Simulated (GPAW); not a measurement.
# FeSi2 (Linzhiite) (P4/mmm) in GPAW: relaxation of cell and atoms with PBEsol+D4

Aim: the relaxation of cell and atoms of FeSi2 (Linzhiite) with PBEsol+D4.

All numbers are computed with GPAW 26.7.0; they aren't measurements. Logs are shortened: lines on timing, memory, paths and dates and some standing lists are left out, and cuts for length are marked. The log counts tension as positive stress, the text compression.

## (1) The structure

The structure is tetragonal, space group P4/mmm (No. 123). The conventional cell has a = 2.684 Å, b = 2.684 Å, c = 5.128 Å, α = 90.00°, β = 90.00°, γ = 90.00°. Around Fe (site symmetry 4/mmm) lie 8 Si at 2.35 Å and 4 Fe at 2.68 Å. Si (site symmetry 4mm) is surrounded by 4 Fe at 2.35 Å and 5 Si at 2.36 to 2.68 Å.

## (2) Relaxation of cell and atoms, PBEsol+D4, collinear spin, ferromagnetic start

run.py

```python
from ase import Atoms
from ase.calculators.mixing import SumCalculator
from ase.filters import FrechetCellFilter
from ase.io import write
from ase.optimize import BFGS
from dftd4.ase import DFTD4
from gpaw import GPAW, PW, setup_paths

setup_paths.insert(0, '.')

atoms = Atoms(['Fe', 'Si', 'Si'],
              cell=[[2.684, 0.0, 0.0],
                    [0.0, 2.684, 0.0],
                    [0.0, 0.0, 5.128]],
              scaled_positions=[[0.0, 0.0, 0.0],
                                [0.5, 0.5, 0.73],
                                [0.5, 0.5, 0.27]],
              pbc=True)
atoms.set_initial_magnetic_moments([3.0, 0.0, 0.0])

calc = GPAW(mode=PW(600),
            xc='PBEsol',
            kpts={'size': (7, 7, 4), 'gamma': True},
            occupations={'name': 'fermi-dirac', 'width': 0.05},
            nbands=19,
            convergence={'density': 1e-05, 'forces': 0.0001},
            maxiter=150,
            txt='gpaw.txt')
atoms.calc = SumCalculator([calc, DFTD4(method='pbesol')])
opt = BFGS(FrechetCellFilter(atoms), trajectory='relax.traj', logfile='-')
done = opt.run(fmax=0.02, steps=60)
calc.write('gs.gpw')
write('result.traj', atoms)
print('Converged:', done)
print('Cell:', atoms.cell.cellpar().round(4))
print('Volume:', round(atoms.get_volume(), 4))
print(atoms.get_scaled_positions().round(5))
```

Potentials or basis: PAW data sets generated in the run's folder for this functional, pw.

The run is started by

```
gpaw-setup -f PBEsol Fe Si
OMP_NUM_THREADS=1 python run.py
```

gpaw.txt:

```text
__  _  _
 | _ |_)|_||  |
 |__||  | ||/\| - 26.7.0

Input parameters:
  mode=PW(ecut=600.0),
  convergence={'density': 1e-05, 'forces': 0.0001},
  kpts=MonkhorstPack(size=(7, 7, 4), gamma=True),
  maxiter=150,
  nbands=19,
  occupations=Occupations(name='fermi-dirac', width=0.05),
  xc=XC(name='PBEsol')

Diagonalizing LCAO Hamiltonian
Converting LCAO to pw mode
   .------.
  /|      |
 * |      |
 | | Si   |
 | |      |
 | | Si   |
 | .------.
 |/      /
 Fe-----*

Atoms  # Å, Bohr magnetons
|   | symbol |        x |        y |        z |    initial magnetic moments |
|---|--------|----------|----------|----------|-----------------------------|
| 0 |     Fe | 0.000000 | 0.000000 | 0.000000 | ( 0.0000,  0.0000,  3.0000) |
| 1 |     Si | 1.342000 | 1.342000 | 3.743440 | ( 0.0000,  0.0000,  0.0000) |
| 2 |     Si | 1.342000 | 1.342000 | 1.384560 | ( 0.0000,  0.0000,  0.0000) |

Unit cell  # Å
| periodic |        x |        y |        z |  lengths |    angles |
|----------|----------|----------|----------|----------|-----------|
|      yes | 2.684000 | 0.000000 | 0.000000 | 2.684000 | 90.000000 |
|      yes | 0.000000 | 2.684000 | 0.000000 | 2.684000 | 90.000000 |
|      yes | 0.000000 | 0.000000 | 5.128000 | 5.128000 | 90.000000 |

Number of symmetries: 16
Symmetry operations  # r_c * U_cc + t_c -> r_c
|    | kind |            matrix            |
|----|------|------------------------------|
|  0 |  E   |  1, 0, 0,  0, 1, 0,  0, 0, 1 |
|  1 |  σ   |  1, 0, 0,  0, 1, 0,  0, 0,-1 |
|  2 |  σ   |  1, 0, 0,  0,-1, 0,  0, 0, 1 |
|  3 |  C2  |  1, 0, 0,  0,-1, 0,  0, 0,-1 |
|  4 |  σ   |  0, 1, 0,  1, 0, 0,  0, 0, 1 |
|  5 |  C2  |  0, 1, 0,  1, 0, 0,  0, 0,-1 |
|  6 |  C4  |  0, 1, 0, -1, 0, 0,  0, 0, 1 |
|  7 |  S4  |  0, 1, 0, -1, 0, 0,  0, 0,-1 |
|  8 |  C4  |  0,-1, 0,  1, 0, 0,  0, 0, 1 |
[... 210 lines left out ...]
No gap
No difference between direct/indirect transitions

Stress tensor  # eV/Ang^3
|         x |         y |        z |
|-----------|-----------|----------|
| -0.011586 |  0.000000 | 0.000000 |
|  0.000000 | -0.011586 | 0.000000 |
|  0.000000 |  0.000000 | 0.006836 |

Forces  # eV/Ang
|       x |       y |        z |
|---------|---------|----------|
| 0.00000 | 0.00000 |  0.00000 |  # Fe   0
| 0.00000 | 0.00000 | -0.39593 |  # Si   1
| 0.00000 | 0.00000 |  0.39593 |  # Si   2

Interpolating wave functions to new cell
[... 5 lines left out ...]
       Fe

Atoms  # Å, Bohr magnetons
|   | symbol |        x |         y |        z |    initial magnetic moments |
|---|--------|----------|-----------|----------|-----------------------------|
| 0 |     Fe | 0.000000 | -0.000000 | 0.000000 | ( 0.0000,  0.0000,  0.1520) |
| 1 |     Si | 1.341374 |  1.341374 | 3.731911 | ( 0.0000,  0.0000, -0.0038) |
| 2 |     Si | 1.341374 |  1.341374 | 1.388005 | ( 0.0000,  0.0000, -0.0038) |

Unit cell  # Å
| periodic |        x |         y |         z |  lengths |    angles |
|----------|----------|-----------|-----------|----------|-----------|
|      yes | 2.682748 |  0.000000 |  0.000000 | 2.682748 | 90.000000 |
|      yes | 0.000000 |  2.682748 | -0.000000 | 2.682748 | 90.000000 |
|      yes | 0.000000 | -0.000000 |  5.119915 | 5.119915 | 90.000000 |

Number of symmetries: 16
Symmetry operations  # r_c * U_cc + t_c -> r_c
|    | kind |            matrix            |
|----|------|------------------------------|
|  0 |  E   |  1, 0, 0,  0, 1, 0,  0, 0, 1 |
|  1 |  σ   |  1, 0, 0,  0, 1, 0,  0, 0,-1 |
|  2 |  σ   |  1, 0, 0,  0,-1, 0,  0, 0, 1 |
|  3 |  C2  |  1, 0, 0,  0,-1, 0,  0, 0,-1 |
|  4 |  σ   |  0, 1, 0,  1, 0, 0,  0, 0, 1 |
|  5 |  C2  |  0, 1, 0,  1, 0, 0,  0, 0,-1 |
|  6 |  C4  |  0, 1, 0, -1, 0, 0,  0, 0, 1 |
|  7 |  S4  |  0, 1, 0, -1, 0, 0,  0, 0,-1 |
|  8 |  C4  |  0,-1, 0,  1, 0, 0,  0, 0, 1 |
[... 208 lines left out ...]
No gap
No difference between direct/indirect transitions

Stress tensor  # eV/Ang^3
|         x |         y |        z |
|-----------|-----------|----------|
| -0.011585 |  0.000000 | 0.000000 |
|  0.000000 | -0.011585 | 0.000000 |
|  0.000000 |  0.000000 | 0.001480 |

Forces  # eV/Ang
|       x |       y |        z |
|---------|---------|----------|
| 0.00000 | 0.00000 |  0.00000 |  # Fe   0
| 0.00000 | 0.00000 | -0.22805 |  # Si   1
| 0.00000 | 0.00000 |  0.22805 |  # Si   2

Interpolating wave functions to new cell
[... 7 lines left out ...]
Atoms  # Å, Bohr magnetons
|   | symbol |         x |         y |        z |    initial magnetic moments |
|---|--------|-----------|-----------|----------|-----------------------------|
| 0 |     Fe | -0.000000 | -0.000000 | 0.000000 | ( 0.0000,  0.0000,  0.1439) |
| 1 |     Si |  1.339496 |  1.339496 | 3.707861 | ( 0.0000,  0.0000, -0.0036) |
| 2 |     Si |  1.339496 |  1.339496 | 1.392599 | ( 0.0000,  0.0000, -0.0036) |

Unit cell  # Å
| periodic |         x |        y |         z |  lengths |    angles |
|----------|-----------|----------|-----------|----------|-----------|
|      yes |  2.678993 | 0.000000 | -0.000000 | 2.678993 | 90.000000 |
|      yes |  0.000000 | 2.678993 |  0.000000 | 2.678993 | 90.000000 |
|      yes | -0.000000 | 0.000000 |  5.100460 | 5.100460 | 90.000000 |

Number of symmetries: 16
Symmetry operations  # r_c * U_cc + t_c -> r_c
|    | kind |            matrix            |
|----|------|------------------------------|
|  0 |  E   |  1, 0, 0,  0, 1, 0,  0, 0, 1 |
|  1 |  σ   |  1, 0, 0,  0, 1, 0,  0, 0,-1 |
|  2 |  σ   |  1, 0, 0,  0,-1, 0,  0, 0, 1 |
|  3 |  C2  |  1, 0, 0,  0,-1, 0,  0, 0,-1 |
|  4 |  σ   |  0, 1, 0,  1, 0, 0,  0, 0, 1 |
|  5 |  C2  |  0, 1, 0,  1, 0, 0,  0, 0,-1 |
|  6 |  C4  |  0, 1, 0, -1, 0, 0,  0, 0, 1 |
|  7 |  S4  |  0, 1, 0, -1, 0, 0,  0, 0,-1 |
|  8 |  C4  |  0,-1, 0,  1, 0, 0,  0, 0, 1 |
[... 211 lines left out ...]
Stress tensor  # eV/Ang^3
|         x |         y |         z |
|-----------|-----------|-----------|
| -0.014089 |  0.000000 |  0.000000 |
|  0.000000 | -0.014089 |  0.000000 |
|  0.000000 |  0.000000 | -0.013111 |

Forces  # eV/Ang
|        x |        y |        z |
|----------|----------|----------|
| -0.00000 |  0.00000 |  0.00000 |  # Fe   0
|  0.00000 |  0.00000 |  0.07876 |  # Si   1
|  0.00000 | -0.00000 | -0.07876 |  # Si   2

Interpolating wave functions to new cell
[... 7 lines left out ...]
Atoms  # Å, Bohr magnetons
|   | symbol |         x |         y |        z |    initial magnetic moments |
|---|--------|-----------|-----------|----------|-----------------------------|
| 0 |     Fe | -0.000000 | -0.000000 | 0.000000 | ( 0.0000,  0.0000,  0.1286) |
| 1 |     Si |  1.338980 |  1.338980 | 3.706280 | ( 0.0000,  0.0000, -0.0032) |
| 2 |     Si |  1.338980 |  1.338980 | 1.391202 | ( 0.0000,  0.0000, -0.0032) |

Unit cell  # Å
| periodic |        x |         y |        z |  lengths |    angles |
|----------|----------|-----------|----------|----------|-----------|
|      yes | 2.677961 | -0.000000 | 0.000000 | 2.677961 | 90.000000 |
|      yes | 0.000000 |  2.677961 | 0.000000 | 2.677961 | 90.000000 |
|      yes | 0.000000 |  0.000000 | 5.097482 | 5.097482 | 90.000000 |

Number of symmetries: 16
Symmetry operations  # r_c * U_cc + t_c -> r_c
|    | kind |            matrix            |
|----|------|------------------------------|
|  0 |  E   |  1, 0, 0,  0, 1, 0,  0, 0, 1 |
|  1 |  σ   |  1, 0, 0,  0, 1, 0,  0, 0,-1 |
|  2 |  σ   |  1, 0, 0,  0,-1, 0,  0, 0, 1 |
|  3 |  C2  |  1, 0, 0,  0,-1, 0,  0, 0,-1 |
|  4 |  σ   |  0, 1, 0,  1, 0, 0,  0, 0, 1 |
|  5 |  C2  |  0, 1, 0,  1, 0, 0,  0, 0,-1 |
|  6 |  C4  |  0, 1, 0, -1, 0, 0,  0, 0, 1 |
|  7 |  S4  |  0, 1, 0, -1, 0, 0,  0, 0,-1 |
|  8 |  C4  |  0,-1, 0,  1, 0, 0,  0, 0, 1 |
[... 207 lines left out ...]
Stress tensor  # eV/Ang^3
|         x |         y |         z |
|-----------|-----------|-----------|
| -0.015935 | -0.000000 |  0.000000 |
| -0.000000 | -0.015935 |  0.000000 |
|  0.000000 |  0.000000 | -0.015370 |

Forces  # eV/Ang
|       x |        y |        z |
|---------|----------|----------|
| 0.00000 |  0.00000 |  0.00000 |  # Fe   0
| 0.00000 |  0.00000 |  0.05483 |  # Si   1
| 0.00000 | -0.00000 | -0.05483 |  # Si   2

Interpolating wave functions to new cell
[... 7 lines left out ...]
Atoms  # Å, Bohr magnetons
|   | symbol |         x |         y |        z |    initial magnetic moments |
|---|--------|-----------|-----------|----------|-----------------------------|
| 0 |     Fe | -0.000000 | -0.000000 | 0.000000 | ( 0.0000,  0.0000,  0.1284) |
| 1 |     Si |  1.337828 |  1.337828 | 3.702817 | ( 0.0000,  0.0000, -0.0032) |
| 2 |     Si |  1.337828 |  1.337828 | 1.387985 | ( 0.0000,  0.0000, -0.0032) |

Unit cell  # Å
| periodic |        x |        y |        z |  lengths |    angles |
|----------|----------|----------|----------|----------|-----------|
|      yes | 2.675656 | 0.000000 | 0.000000 | 2.675656 | 90.000000 |
|      yes | 0.000000 | 2.675656 | 0.000000 | 2.675656 | 90.000000 |
|      yes | 0.000000 | 0.000000 | 5.090802 | 5.090802 | 90.000000 |

Number of symmetries: 16
Symmetry operations  # r_c * U_cc + t_c -> r_c
|    | kind |            matrix            |
|----|------|------------------------------|
|  0 |  E   |  1, 0, 0,  0, 1, 0,  0, 0, 1 |
|  1 |  σ   |  1, 0, 0,  0, 1, 0,  0, 0,-1 |
|  2 |  σ   |  1, 0, 0,  0,-1, 0,  0, 0, 1 |
|  3 |  C2  |  1, 0, 0,  0,-1, 0,  0, 0,-1 |
|  4 |  σ   |  0, 1, 0,  1, 0, 0,  0, 0, 1 |
|  5 |  C2  |  0, 1, 0,  1, 0, 0,  0, 0,-1 |
|  6 |  C4  |  0, 1, 0, -1, 0, 0,  0, 0, 1 |
|  7 |  S4  |  0, 1, 0, -1, 0, 0,  0, 0,-1 |
|  8 |  C4  |  0,-1, 0,  1, 0, 0,  0, 0, 1 |
[... 208 lines left out ...]
Stress tensor  # eV/Ang^3
|         x |         y |         z |
|-----------|-----------|-----------|
| -0.020140 |  0.000000 |  0.000000 |
|  0.000000 | -0.020140 |  0.000000 |
|  0.000000 |  0.000000 | -0.020466 |

Forces  # eV/Ang
|       x |        y |        z |
|---------|----------|----------|
| 0.00000 |  0.00000 |  0.00000 |  # Fe   0
| 0.00000 | -0.00000 | -0.00216 |  # Si   1
| 0.00000 |  0.00000 |  0.00216 |  # Si   2

# Writing to gs.gpw (mode='')
```

It took 2.6 min on 1 thread of Arm Neoverse V1, shared host; peak memory 0.26 GiB.

What came out:

| Quantity | Value |
| --- | --- |
| Free energy | -23.4034 eV |
| Relaxed volume | 12.15 Å³/atom |
| Relaxed cell | a = 2.676 Å, b = 2.676 Å, c = 5.091 Å, α = 90.00°, β = 90.00°, γ = 90.00° |
| Space group after relaxing (to 0.05 Å) | P4/mmm (No. 123) |
| Energy gained by relaxing | 3.2 meV/atom |
| Ionic steps | 5 |
| Pressure after relaxing | 0.0 GPa |
| Band gap on the k mesh | none (metal or under the smearing width) |
| Net moment | 0.12 μB per cell |
| Site moments | Fe +0.13; Si -0.00 μB |
| Dispersion energy per atom | -0.264 eV |

Step by step:
| step | energy change (eV) | largest force (eV/Å) | pressure (GPa) | volume (Å³) |
| --- | --- | --- | --- | --- |
| 1 | 0.0000 | 0.3946 | -2.29 | 36.94 |
| 2 | -0.0051 | 0.2265 | -2.02 | 36.85 |
| 3 | -0.0090 | 0.0806 | -1.01 | 36.61 |
| 4 | -0.0093 | 0.0567 | -0.70 | 36.56 |
| 5 | -0.0096 | 0.0003 | 0.01 | 36.45 |

Final structure:
```
Fe Si
1.0
     2.67566    0.00000    0.00000
     0.00000    2.67566    0.00000
     0.00000    0.00000    5.09080
Fe Si
1 2
Direct
  0.00000 0.00000 0.00000
  0.50000 0.50000 0.72735
  0.50000 0.50000 0.27265
```

Caveat: each step starts from the last one's moments, so a moment once lost doesn't come back; later steps reuse the first step's grids; pairwise dispersion overbinds metals, which lowers pressure and volume.
